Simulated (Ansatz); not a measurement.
Is this AlGaAs2 structure stable?

It was reached by relaxing an invented guess, and it needn't be the stable form of this composition.

All numbers below come from DFT PBE, scalar-relativistic, plane waves, PAW in Ansatz. Cutoff 420 eV, Γ-centred 8×8×6 mesh (4-atom cell), Gaussian smearing of 0.02 eV, no spin polarisation.

```cif
data_structure
_symmetry_space_group_name_H-M 'P-4m2'
_symmetry_Int_Tables_number 115
_cell_length_a 4.0584
_cell_length_b 4.0584
_cell_length_c 5.7335
_cell_angle_alpha 90.000
_cell_angle_beta 90.000
_cell_angle_gamma 90.000
_cell_volume 94.43
loop_
_atom_site_label
_atom_site_type_symbol
_atom_site_symmetry_multiplicity
_atom_site_Wyckoff_symbol
_atom_site_fract_x
_atom_site_fract_y
_atom_site_fract_z
_atom_site_occupancy
Al1 Al 1 c 0.50000 0.50000 0.50000 1
Ga1 Ga 1 a 0.00000 0.00000 0.00000 1
As1 As 2 g 0.50000 0.00000 0.25171 1
```

The zero of energy is the elements' standard structures at the same level; no fitted shifts are applied.

Task: These tests were run: energy against the elements; phonons on a 2×2×1 q mesh. What do they show?

Result:

```json
{"test": "energy against the elements", "result": "−0.416 eV/atom"}
{"test": "phonons on a 2×2×1 q mesh", "result": "no imaginary mode on the mesh, but the interpolation dips to 17i cm⁻¹ between its points"}
```

It fails none of these tests outright. Other phases of the system weren't compared here, so this isn't yet thermodynamic stability. Undecided within the accuracy: phonons on a 2×2×1 q mesh.

The reference form of As is held partly by dispersion forces, which this level lacks. The run for the phonons used an 8×8×6 k mesh.
